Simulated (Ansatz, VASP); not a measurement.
## CuO: VASP beside Ansatz

The input INCAR:

```
PREC = Accurate
ENCUT = 520
EDIFF = 1E-6
ISMEAR = -1
SIGMA = 0.05
LREAL = F
LASPH = T
NELM = 100
ALGO = Normal
ISIF = 2
LWAVE = F
LCHARG = F
GGA = PE
NBANDS = 25
```

File KPOINTS:

```
regular mesh
0
Gamma
  9 9 5
```

POSCAR

```
CuO
1.0
    3.3098000608      0.0000000000      0.0000000000
   -1.6549000254      2.8663709294      0.0000000000
    0.0000000000      0.0000000000      5.4206883156
Cu O
2 2
Direct
    0.6666666667      0.3333333333      0.0000000000
    0.3333333333      0.6666666667      0.5000000000
    0.6666666667      0.3333333333      0.6252000000
    0.3333333333      0.6666666667      0.1252000000
```

File input.yaml:

```yaml
crystal:
  lattice:
    - [3.3098000608, 0.0, 0.0]
    - [-1.6549000254, 2.8663709294, 0.0]
    - [0.0, 0.0, 5.4206883156]
  atoms:
    - { symbol: Cu, position: [0.6666666667, 0.3333333333, 0.0] }
    - { symbol: Cu, position: [0.3333333333, 0.6666666667, 0.5] }
    - { symbol: O, position: [0.6666666667, 0.3333333333, 0.6252] }
    - { symbol: O, position: [0.3333333333, 0.6666666667, 0.1252] }
hamiltonian:
  xc: pbe
  pseudopotentials: { kind: paw }
kpoints:
  mp_grid: { grid: [9, 9, 5] }
scf:
  occupations: { method: fermi_dirac, width: 0.05 }
output:
  forces: true
  stress: true
  eigenvalues: true
  write_density: true
  write_potential: true
  elf: true
  volumetric_format: npy
```

Measurements of this composition are mostly on another form, of space group No. 15.

Alike in both runs: task single point; functional PBE; k mesh 9 × 9 × 5; occupations fermi-dirac, width 0.05 eV; no spin polarisation.

|  | VASP | Ansatz |
| --- | --- | --- |
| version | VASP 6.6.1 | Ansatz 0.2.0 |
| potentials or method | VASP PAW PBE potentials, release 64 (Cu, O) | Ansatz PAW |
| plane-wave cutoff (eV) | 520 | 420 |
| valence electrons in the cell | 34 | 50 |

Ansatz gave:

* gap on the k mesh at the Fermi level (eV): none
* pressure (GPa): -10.8
* largest component of the traceless stress (GPa): 0.82
* rms of the force components (eV/Å): 0.038

**Question.** Which values does VASP return?

**Answer.** gap on the k mesh at the Fermi level (eV): none; pressure (GPa): -10.5; largest component of the traceless stress (GPa): 0.79; rms of the force components (eV/Å): 0.038.

Atom by atom the forces differ by 0.001 eV/Å (rms over components). A gap of «none» marks a metal or a gap that the smearing closes. The two sets of potentials don't hold the same shells in valence.

Caveats: the run has no spin polarisation, though such a crystal can be magnetic; semilocal functionals often make such compounds metallic where correlation or magnetic order opens a gap, which also shifts bond lengths; the pressure holds a Pulay correction of +0.6 GPa for the finite cutoff (Ansatz).
